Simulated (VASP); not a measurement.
# BN (F-43m) in VASP: notebook

One crystal, BN, is run at these levels: PBE; tasks: G0W0 quasiparticle levels.

Everything below comes from runs of VASP 6.6.1. Logs are shortened: lines on timing, memory, paths and dates and some standing lists are left out, and cuts for length are marked.

**1. The crystal as given**

Symmetry: F-43m, No. 216, cubic system. Conventional cell: a = 3.626 Å, b = 3.626 Å, c = 3.626 Å, α = 90.00°, β = 90.00°, γ = 90.00°. Around N (site symmetry -43m) lie 4 B at 1.57 Å. B (site symmetry -43m) has 4 N at 1.57 Å as nearest neighbours.

The cell is a database's computed one.

**2. G0W0 quasiparticle levels, PBE**

File POSCAR:

```
BN
1.0
    0.0000000000      1.8130010000      1.8130010000
    1.8130010000      0.0000000000      1.8130010000
    1.8130010000      1.8130010000      0.0000000000
N B
1 1
Direct
    0.2500000000      0.2500000000      0.2500000000
    0.0000000000      0.0000000000      0.0000000000
```

File INCAR.step1:

```
SYSTEM = BN
ALGO = Normal ; EDIFF = 1E-8
ENCUT = 520 ; GGA = PE
ISMEAR = 0 ; LASPH = .TRUE.
LCHARG = .FALSE. ; LREAL = .FALSE.
LWAVE = .TRUE. ; NELM = 100
PREC = Accurate ; SIGMA = 0.01
```

File INCAR.step2:

```
SYSTEM = BN
ALGO = Exact ; EDIFF = 1E-8
ENCUT = 520 ; GGA = PE
ISMEAR = 0 ; ISTART = 1
LASPH = .TRUE. ; LCHARG = .FALSE.
LOPTICS = .TRUE. ; LREAL = .FALSE.
LWAVE = .TRUE. ; NBANDS = 32
NELM = 1 ; PREC = Accurate
SIGMA = 0.01
```

File INCAR.step3:

```
SYSTEM = BN
ALGO = EVGW0 ; EDIFF = 1E-8
ENCUT = 520 ; ENCUTGW = 150
GGA = PE ; ISMEAR = 0
ISTART = 1 ; LASPH = .TRUE.
LCHARG = .FALSE. ; LREAL = .FALSE.
LWAVE = .FALSE. ; NBANDS = 32
NBANDSGW = 12 ; NELMGW = 1
NOMEGA = 48 ; PREC = Accurate
PRECFOCK = Fast ; SIGMA = 0.01
```

File KPOINTS:

```
k-points
0
G
  3 3 3
  0 0 0
```

Potentials or basis: VASP PAW PBE potentials, release 64 (N_GW, B_GW).

Started as:

```console
cat potpaw_PBE.64/N_GW/POTCAR potpaw_PBE.64/B_GW/POTCAR > POTCAR
cp INCAR.step1 INCAR
mpirun -np 1 vasp_std > vasp.out
cp INCAR.step2 INCAR
mpirun -np 1 vasp_std > vasp.out
cp INCAR.step3 INCAR
mpirun -np 1 vasp_std > vasp.out
```

OUTCAR:

```text
SYSTEM = BN
   EDIFF = 1E-8
   ENCUT = 520
   ENCUTGW = 150
   GGA = PE
   ISMEAR = 0
   ISTART = 1
   LASPH = .TRUE.
   LREAL = .FALSE.
   NELMGW = 1
   PREC = Accurate
   PRECFOCK = Fast

 Found      4 irreducible k-points:

 Following reciprocal coordinates:
            Coordinates               Weight
  0.000000  0.000000  0.000000      1.000000
  0.333333  0.000000  0.000000      8.000000
  0.333333  0.333333  0.000000      6.000000
 -0.333333  0.333333  0.000000     12.000000
   k-points           NKPTS =      4   k-points in BZ     NKDIM =     27   number of bands    NBANDS=     32
   number of dos      NEDOS =    301   number of ions     NIONS =      2
   total plane-waves  NPLWV =   8000
   dimension x,y,z NGX =    20 NGY =   20 NGZ =   20
   dimension x,y,z NGXF=    40 NGYF=   40 NGZF=   40
   ions per type =               1   1
   NGX,Y,Z   is equivalent  to a cutoff of  12.97, 12.97, 12.97 a.u.
   NGXF,Y,Z  is equivalent  to a cutoff of  25.94, 25.94, 25.94 a.u.
 SYSTEM =  BN
   PREC   = accura    normal or accurate (medium, high low for compatibility)
   ISTART =      1    job   : 0-new  1-cont  2-samecut
   ICHARG =      0    charge: 1-file 2-atom 10-const
   ISPIN  =      1    spin polarized calculation?
   LNONCOLLINEAR =      F non collinear calculations
   LSORBIT =      F    spin-orbit coupling
   LASPH  =      T    aspherical Exc in radial PAW
   ENCUT  =  520.0 eV  38.22 Ry    6.18 a.u.   4.77  4.77  4.77*2*pi/ulx,y,z
   NELM   =     60;   NELMIN=  2; NELMDL=  0     # of ELM steps
   EDIFF  = 0.1E-07   stopping-criterion for ELM
   LREAL  =      F    real-space projection
   EDIFFG = 0.1E-06   stopping-criterion for IOM
   NSW    =      0    number of steps for IOM
   IBRION =     -1    ionic relax: 0-MD 1-quasi-New 2-CG
   NFREE  =      0    steps in history (QN), initial steepest desc. (CG)
   ISIF   =      0    stress and relaxation
   ISYM   =      3    0-nonsym 1-usesym 2-fastsym
   POTIM  = 0.5000    time-step for ionic-motion
   TEBEG  =    0.0;   TEEND  =   0.0 temperature during run
   PSTRESS=    0.0 pullay stress
   NELECT =       8.0000    total number of electrons
   NUPDOWN=      -1.0000    fix difference up-down
   EMIN   =  10.00;   EMAX   =-10.00  energy-range for DOS
   EFERMI =   0.00;   METHOD = LEGACY
   ISMEAR =     0;   SIGMA  =   0.01  broadening in eV -4-tet -1-fermi 0-gaus
   EFERMI_NEDOS =   21; number of points for ismear=-14 and -15
   IALGO  =     38    algorithm
   IMIX   =      4    mixing-type and parameters
     AMIX     =   0.40;   BMIX     =  1.00
     AMIX_MAG =   1.60;   BMIX_MAG =  1.00
  volume/ion in A,a.u.               =       5.96        40.22
  Fermi-wavevector in a.u.,A,eV,Ry     =   1.433387  2.708709 27.954506  2.054598
  Thomas-Fermi vector in A             =   2.552911
   LORBIT       =      0    0 simple, 1 ext, 2 COOP (PROOUT), +10 PAW based schemes
   GGA     = PE    functional components
   LHFCALC =     T    Hartree Fock is set to
   PRECFOCK=fast      Normal, Fast or Accurate (Low or Medium for compatibility)
   ENCUT4O =  -1.0   cutoff for four orbital integrals eV
   NKREDX  =     1    reduce k-point grid by
   NKREDY  =     1    reduce k-point grid by
   NKREDZ  =     1    reduce k-point grid by
   AEXX    =    1.0000 exact exchange contribution
   HFSCREEN=    0.0000 screening length (either q_TF or 0.3 A-1)
   HFSCREENC=   0.0000 screening length for correlation (either q_TF or 0.3 A-1)
   ENCUTFOCK=  -1.0 apply spherical cutoff to Coloumb kernel
   IVDW    =     0    specifies the selected vdW correction
   LEPSILON=     F    determine dielectric tensor
   LRPA    =     F    only Hartree local field effects (RPA)
   LRPAFORCE           =     F    calculate RPA forces
   ENCUTGW             = 150.0    cutoff for response function in eV
   ENCUTGWSOFT         = 120.0    soft cutoff for Coulomb kernel in GW response function in eV
   ENCUTLF             =  -1.0    cutoff for local field effects
   NELMGW              =     1    number of iterations in solving QP/BSE equation
   NELMHF              =     1    number of iterations in the inner HF iteration
   NKREDLFX            =     1    NKREDLFY  =   1   NKREDLFZ  =   1
 non-spin polarized calculation
 Gauss-broadening in eV      SIGMA  =   0.01
  energy-cutoff  :      520.00
  volume of cell :       11.92
 maximum number of plane-waves:       331
  NGX = 12; NGY = 12; NGZ = 12
   NGX =  9   NGY =  9   NGZ =  9
 maximum number of plane-waves:        59

 QP shifts <psi_nk| G(iteration)W_0 |psi_nk>: iteration 1
 for sc-GW calculations column KS-energies equals QP-energies in previous step
 and V_xc(KS)=  KS-energies - (<T + V_ion + V_H > + <T+V_H+V_ion>^1  + <V_x>^1)

 k-point   1 :       0.0000    0.0000    0.0000
  band No.  KS-energies  QP-energies   sigma(KS)   V_xc(KS)     V^pw_x(r,r')   Z            occupation Imag(sigma)

      1     -12.7057     -14.5958     -17.8542     -15.4414     -26.3872       0.7834       2.0000       1.4911
      2       7.4753       6.9086     -18.9448     -18.2567     -22.3871       0.8236       2.0000       0.1069
      3       7.4753       6.9086     -18.9448     -18.2567     -22.3871       0.8236       2.0000       0.1069
      4       7.4753       6.9086     -18.9448     -18.2567     -22.3871       0.8236       2.0000       0.1069
      5      16.1519      17.5982     -11.9883     -13.7406      -6.6851       0.8254       0.0000      -0.1328
      6      16.1519      17.5982     -11.9883     -13.7406      -6.6851       0.8254       0.0000      -0.1328
      7      16.1519      17.5982     -11.9883     -13.7406      -6.6851       0.8254       0.0000      -0.1328
      8      17.6473      18.9206     -13.8055     -15.3868      -8.0795       0.8052       0.0000      -0.1603
      9      31.9508      32.5798     -10.5646     -11.3480      -3.2195       0.8029       0.0000      -0.6733
     10      35.0393      36.4638     -11.5545     -13.2573      -5.3493       0.8366       0.0000      -0.5495
     11      35.0393      36.4638     -11.5545     -13.2573      -5.3493       0.8366       0.0000      -0.5495
     12      35.6339      36.6176      -9.8394     -10.9849      -2.9671       0.8588       0.0000      -1.0359

 k-point   2 :       0.3333    0.0000    0.0000
  band No.  KS-energies  QP-energies   sigma(KS)   V_xc(KS)     V^pw_x(r,r')   Z            occupation Imag(sigma)

      1     -10.1859     -11.8790     -18.1988     -16.0117     -26.2316       0.7742       2.0000       1.1575
      2      -0.3925      -1.6613     -17.1280     -15.5239     -21.8251       0.7910       2.0000       0.2154
      3       5.9098       5.1963     -18.3762     -17.5000     -21.9846       0.8144       2.0000       0.1171
      4       5.9098       5.1963     -18.3762     -17.5000     -21.9846       0.8144       2.0000       0.1171
      5      17.2081      18.4418     -12.9979     -14.5061      -7.5398       0.8180       0.0000      -0.1458
      6      17.9880      19.5031     -12.2495     -14.0976      -6.7157       0.8198       0.0000      -0.1501
      7      17.9880      19.5031     -12.2495     -14.0976      -6.7157       0.8198       0.0000      -0.1501
      8      21.8853      23.5272     -13.6464     -15.7151      -7.3338       0.7937       0.0000      -0.2340
      9      30.4955      31.3027     -10.4671     -11.4679      -3.4616       0.8065       0.0000      -0.5387
     10      31.6820      32.8760     -11.0859     -12.5363      -4.6663       0.8232       0.0000      -0.5117
     11      31.6820      32.8760     -11.0859     -12.5363      -4.6663       0.8232       0.0000      -0.5117
     12      34.8263      36.1290     -11.3225     -12.9764      -3.5462       0.7877       0.0000      -0.8927

 k-point   3 :       0.3333    0.3333    0.0000
  band No.  KS-energies  QP-energies   sigma(KS)   V_xc(KS)     V^pw_x(r,r')   Z            occupation Imag(sigma)

      1      -9.3685     -11.0089     -18.3067     -16.1903     -26.1565       0.7751       2.0000       1.0673
      2       1.4046       0.2185     -18.0207     -16.5344     -22.5246       0.7981       2.0000       0.1779
      3       3.4414       2.4930     -17.6554     -16.4839     -21.6244       0.8095       2.0000       0.1410
      4       3.4414       2.4930     -17.6554     -16.4839     -21.6244       0.8095       2.0000       0.1410
      5      13.0622      13.9796     -11.6468     -12.7454      -6.7458       0.8350       0.0000      -0.1183
      6      17.6315      18.6743     -11.6660     -12.9230      -6.3537       0.8295       0.0000      -0.1396
      7      22.8695      24.7615     -13.4258     -15.8176      -6.8786       0.7911       0.0000      -0.2555
      8      22.8695      24.7615     -13.4258     -15.8176      -6.8786       0.7911       0.0000      -0.2555
      9      26.5647      28.1293     -13.4865     -15.4601      -6.7440       0.7927       0.0000      -0.3543
     10      34.6165      36.0040     -11.3895     -13.1401      -3.4904       0.7926       0.0000      -0.8962
     11      40.0680      41.6585     -11.4057     -13.3047      -4.8217       0.8376       0.0000      -0.9858
     12      42.6705      43.8879     -10.6275     -12.1215      -3.0279       0.8149       0.0000      -1.2292

 k-point   4 :      -0.3333    0.3333    0.0000
  band No.  KS-energies  QP-energies   sigma(KS)   V_xc(KS)     V^pw_x(r,r')   Z            occupation Imag(sigma)

      1      -7.3845      -8.8707     -19.1460     -17.2276     -26.7515       0.7747       2.0000       0.8838
      2      -0.9282      -2.2381     -16.6525     -14.9913     -21.3287       0.7886       2.0000       0.2271
      3       0.1013      -1.1838     -17.0068     -15.3962     -21.5352       0.7979       2.0000       0.1957
      4       3.9841       3.0873     -17.8207     -16.7133     -21.7063       0.8097       2.0000       0.1351
      5      15.2069      16.2163     -11.8708     -13.0854      -6.8116       0.8311       0.0000      -0.1277
      6      21.7396      23.3926     -13.9163     -15.9820      -7.8289       0.8002       0.0000      -0.2154
      7      21.9068      23.7163     -13.0717     -15.3406      -6.6742       0.7975       0.0000      -0.2325
      8      23.3407      25.0809     -13.3041     -15.5264      -6.4671       0.7831       0.0000      -0.2909
      9      25.4947      26.7693     -11.7964     -13.3647      -5.6106       0.8127       0.0000      -0.2632
     10      32.3219      33.5199     -10.9204     -12.3579      -4.7172       0.8334       0.0000      -0.4920
     11      34.0307      35.7011     -12.0868     -14.2179      -4.1776       0.7838       0.0000      -0.8172
     12      42.0488      43.0987     -10.2930     -11.5520      -2.9547       0.8340       0.0000      -1.2293
```

It took 6.1 s on 1 thread of Intel Xeon Platinum 8488C (Sapphire Rapids), shared host; peak memory 0.12 GiB.

These settings aren't checked as converged: the numbers below hold their error.

What came out:

- Band gap on the k mesh, mean-field level: 5.59 eV, indirect (least direct gap 8.68 eV)
- Quasiparticle gap: 7.07 eV
- Least direct quasiparticle gap: 10.69 eV

Caveat: the k mesh is coarse (spacing up to 1.00 Å⁻¹), so the values aren't converged; bands, screening cutoff and mesh are small and nothing is extrapolated, so the quasiparticle values aren't converged; an odd mesh through Γ misses points on the zone boundary, where band edges often lie.

(Part 1 of 3 ends here.)
